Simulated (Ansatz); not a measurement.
HgTe:

```
Hg Te
1.0
     0.00000    3.18000    3.18000
     3.18000    0.00000    3.18000
     3.18000    3.18000    0.00000
Hg Te
1 1
Cartesian
  0.0000 0.0000 0.0000
  3.1800 3.1800 3.1800
```

Measurements of this composition are mostly on another form, of space group No. 216.

* Program: Ansatz 0.2.0
* Task: relaxation of cell and atoms
* Functional: PBE0
* Potentials or basis: Ansatz PAW
* Cutoff: 420 eV (not typed: the program's choice for these potentials)
* k mesh: 4 × 4 × 4
* Occupations: fermi-dirac, width 0.05 eV
* Spin: no spin polarisation

At the start: volume 32.16 Å³/atom.

Question: Where does the relaxation end?

Answer: It ends after 5 steps and the volume is 28.69 Å³/atom (-10.8 %); space group Fm-3m (No. 225, to 0.05 Å).

Step by step:
```tsv
step	energy change (eV)	largest force (eV/Å)	volume (Å³)
1	0.0000	0.0000	64.31
2	-0.1089	0.0000	56.20
3	-0.1120	0.0000	57.68
4	-0.1124	0.0000	57.38
5	-0.1095	0.0000	57.38
```

Final structure:
```cif
data_structure
_symmetry_space_group_name_H-M 'P 1'
_symmetry_Int_Tables_number 1
_cell_length_a 4.3293
_cell_length_b 4.3293
_cell_length_c 4.3293
_cell_angle_alpha 60.000
_cell_angle_beta 60.000
_cell_angle_gamma 60.000
_cell_volume 57.38
loop_
_atom_site_label
_atom_site_type_symbol
_atom_site_fract_x
_atom_site_fract_y
_atom_site_fract_z
_atom_site_occupancy
Hg1 Hg 0.00000 0.00000 0.00000 1
Te1 Te 0.50000 0.50000 0.50000 1
```

Caveat: the k mesh is coarse (spacing up to 0.43 Å⁻¹), so the values aren't converged, least of all with exact exchange; the plane-wave basis is chosen anew once the cell has moved, so the energies of steps on either side of that aren't comparable; the volume moved by -11 % from the deposited cell, more than functionals usually miss; the PAW data sets come from PBE, with cores solved anew for the run's functional, which leaves a small shift of forces and pressure.
